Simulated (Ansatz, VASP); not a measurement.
CoSi in VASP and in Ansatz

```
CELL_PARAMETERS angstrom
4.43085 0.00000 0.00000
0.00000 4.43085 0.00000
0.00000 0.00000 4.43085
ATOMIC_POSITIONS crystal
Co 0.14502 0.14502 0.14502
Co 0.35498 0.85498 0.64502
Co 0.64502 0.35498 0.85498
Co 0.85498 0.64502 0.35498
Si 0.84316 0.84316 0.84316
Si 0.65684 0.15684 0.34316
Si 0.34316 0.65684 0.15684
Si 0.15684 0.34316 0.65684
```

Alike in both runs: functional PBE; k mesh 8 × 8 × 8; occupations gaussian, width 0.1 eV; no spin polarisation.

Ansatz relaxed the structure, and its values are those at the end. VASP's run is a single point on that final structure, the one shown.

|  | VASP | Ansatz |
| --- | --- | --- |
| version | VASP 6.6.1 | Ansatz 0.2.0 |
| potentials or method | VASP PAW PBE potentials, release 64 (Co, Si) | scalar-relativistic, plane waves, PAW |
| plane-wave cutoff (eV) | 520 | 420 |
| valence electrons in the cell | 52 | 84 |

VASP gave:

* gap on the k mesh at the Fermi level (eV): none
* pressure (GPa): -0.1

Problem. Estimate Ansatz's values.

Solution. gap on the k mesh at the Fermi level (eV): none; pressure (GPa): 0.0.

A gap of «none» marks a metal or a gap that the smearing closes. With one functional, cell and mesh, what is left measures potentials, basis and numerics. The two sets of potentials don't hold the same shells in valence.

Spin polarisation is off, so any magnetic state and its effect on volume and gap are missing.
